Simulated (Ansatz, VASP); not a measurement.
# KF: VASP beside Ansatz

```
CELL_PARAMETERS angstrom
0.00000 2.80717 2.80717
2.80717 0.00000 2.80717
2.80717 2.80717 0.00000
ATOMIC_POSITIONS crystal
K 0.00000 0.00000 0.00000
F 0.50000 0.50000 0.50000
```

Change from the starting cell: strain +0.050 along x and y, +0.050 along z, atoms carried along.

Alike in both runs: task single point; functional r2SCAN; k mesh 8 × 8 × 8; occupations gaussian, width 0.05 eV; no spin polarisation.

|  | VASP | Ansatz |
| --- | --- | --- |
| version | VASP 6.6.1 | Ansatz 0.2.0 |
| potentials or method | VASP PAW PBE potentials, release 64 (K_sv, F) | scalar-relativistic, plane waves, PAW |
| plane-wave cutoff (eV) | 520 | 500 |
| valence electrons in the cell | 16 | 16 |

|  | VASP | Ansatz | Ansatz less VASP |
| --- | --- | --- | --- |
| gap on the k mesh at the Fermi level (eV) | 6.11 | 6.11 | +0.002 |
| least direct gap on the mesh (eV) | 6.11 | 6.11 | +0.002 |
| pressure (GPa) | -3.9 | -3.8 | +0.08 |

Caveats: the PAW data sets were made with another functional, which shifts forces and pressure a little (VASP). A k mesh can miss the band edges.
